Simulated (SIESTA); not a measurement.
NiO:

```
Ni O
1.0
     0.00000    2.08590    2.08590
     2.08590    0.00000    2.08590
     2.08590    2.08590    0.00000
Ni O
1 1
Cartesian
  0.0000 0.0000 0.0000
  2.0859 2.0859 2.0859
```

Base run:

* Program: SIESTA 5.4.2
* Functional: PBE
* Potentials or basis: PseudoDojo 0.4 standard (PBE files)
* Basis: DZP (energy shift 0.003 Ry; two zetas on semicore shells)
* Grid cutoff: 800 Ry
* Energy shift: 0.003 Ry
* k mesh: 11 × 11 × 11
* Occupations: fermi-dirac, width 0.05 eV
* Spin: collinear spin, ferromagnetic start
* Starting moments: [1.0, 0.0] μB

Its results: band gap on the k mesh none (metal or under the smearing width); pressure 6.4 GPa; net moment 1.76 μB per cell; site moments Ni +1.44; O +0.32 μB.

Q: The run is repeated on the same cell with these changes: potentials or basis from PseudoDojo 0.4 standard (PBE files) to SG15 1.2 (PBE files) or PseudoDojo by element. What comes out?

A: Band gap on the k mesh none (metal or under the smearing width); pressure 6.6 GPa; net moment 1.51 μB per cell; site moments Ni +1.24; O +0.27 μB.

Caveats: the basis of atomic orbitals isn't converged, which shifts pressures, moduli and gaps; a cell with one magnetic atom can't hold antiferromagnetic order, which such compounds often take; semilocal functionals often make such compounds metallic where correlation or magnetic order opens a gap, which also shifts bond lengths; short orbitals over semicore shells can move pressures by several GPa (some runs).
